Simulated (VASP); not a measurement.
The system is Cu3N.

```xyz
4
Lattice="3.8070 0.0000 0.0000 0.0000 3.8070 0.0000 0.0000 0.0000 3.8070" Properties=species:S:1:pos:R:3 pbc="T T T"
Cu    1.9035    0.0000    0.0000
Cu    0.0000    1.9035    0.0000
Cu    0.0000    0.0000    1.9035
N     0.0000    0.0000    0.0000
```

```yaml
Program: VASP 6.6.1
Task: relaxation of cell and atoms
Functional: PBE
Potentials_or_basis: VASP PAW PBE potentials, release 64 (Cu, N)
Cutoff: 600 eV
k_mesh: 10 × 10 × 10
Occupations: methfessel-paxton, width 0.1 eV
Spin: no spin polarisation
```

At the start: pressure 2.5 GPa; volume 13.79 Å³/atom.

Task: Where does the relaxation end?

Result: Over 3 steps the energy falls by 2.2 meV/atom and the volume is 14.08 Å³/atom (+2.1 %); space group Pm-3m (No. 221, to 0.05 Å).

Step by step:
| step | energy change (eV) | largest force (eV/Å) | pressure (GPa) | volume (Å³) |
| --- | --- | --- | --- | --- |
| 1 | 0.0000 | 0.0000 | 2.55 | 55.18 |
| 2 | -0.0064 | 0.0000 | -1.19 | 56.95 |
| 3 | -0.0088 | 0.0000 | -0.04 | 56.32 |

Final structure:
```yaml
crystal:
  lattice:
    - [3.83315, 0.00000, 0.00000]
    - [0.00000, 3.83315, 0.00000]
    - [0.00000, 0.00000, 3.83315]
  atoms:
    - { symbol: Cu, position: [0.50000, 0.00000, 0.00000] }
    - { symbol: Cu, position: [0.00000, 0.50000, 0.00000] }
    - { symbol: Cu, position: [0.00000, 0.00000, 0.50000] }
    - { symbol: N, position: [0.00000, 0.00000, 0.00000] }
```
